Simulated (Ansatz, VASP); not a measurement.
PbS: VASP beside Ansatz

```xyz
2
Lattice="0.0000 2.9432 2.9432 2.9432 0.0000 2.9432 2.9432 2.9432 0.0000" Properties=species:S:1:pos:R:3 pbc="T T T"
Pb    0.0000    0.0000    0.0000
S     2.9432    2.9432    2.9432
```

Alike in both runs: task single point; functional PBE; k mesh 10 × 10 × 10; occupations gaussian, width 0.02 eV; no spin polarisation.

|  | VASP | Ansatz |
| --- | --- | --- |
| version | VASP 6.6.1 | Ansatz 0.2.0 |
| potentials or method | VASP PAW PBE potentials, release 64 (Pb_d, S) | scalar-relativistic, plane waves, PAW |
| plane-wave cutoff (eV) | 520 | 420 |
| valence electrons in the cell | 20 | 20 |

Ansatz gave:

* gap on the k mesh at the Fermi level (eV): 0.27
* least direct gap on the mesh (eV): 0.27
* pressure (GPa): 3.7

Problem. What did VASP give for the same quantities?

Solution. gap on the k mesh at the Fermi level (eV): 0.28; least direct gap on the mesh (eV): 0.28; pressure (GPa): 3.7.

Caveats: spin-orbit coupling is left out, which as a rule narrows the gap of such compounds by several tenths of an eV.
